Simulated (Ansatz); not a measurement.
The cell of C is invented: 4-connected net of one element (P-3m1, No. 164). Its size is a rough estimate.

```
C
1.0
     2.48058    0.00000    0.00000
    -1.24029    2.14824    0.00000
     0.00000    0.00000   10.14614
C
10
Direct
  0.33333 0.66667 0.12481
  0.33333 0.66667 0.52516
  0.66667 0.33333 0.72516
  0.00000 0.00000 0.92499
  0.66667 0.33333 0.32486
  0.33333 0.66667 0.67514
  0.00000 0.00000 0.07501
  0.66667 0.33333 0.87519
  0.33333 0.66667 0.27484
  0.66667 0.33333 0.47484
```

Method: DFT PBE, scalar-relativistic, plane waves, PAW in Ansatz. Cutoff 420 eV, Gaussian smearing, Γ-centred meshes. Cell and atoms relax first on a coarse mesh and then on a converged one. In between, the cell is made exact in the group found at 0.06 Å. The steps can't lower the symmetry of their start. No spin polarisation.

A guess keeps its type if space group and coordination stay and the shape of the cell changes little (axis ratios within about 15 %, angles within 6°); the volume may change.

Task: Does this structure survive the relaxation?

Result: It keeps its type. The symmetry stays P-3m1 (No. 164). The volume per atom grows by 5.4 %, from 5.4 to 5.7 Å³. The shortest distance goes from 1.52 Å (C–C) to 1.54 Å (C–C). The ratio c/a of the conventional cell changes by a factor of 1.01. Counting neighbours within 15 % of an atom's shortest distance, the start has C 4 and the end C 4.

The last run used a 12×12×4 mesh (in the run's order of axes) for its 10-atom cell and Gaussian smearing of 0.02 eV. A structure relaxed within its symmetry needn't be a true minimum.
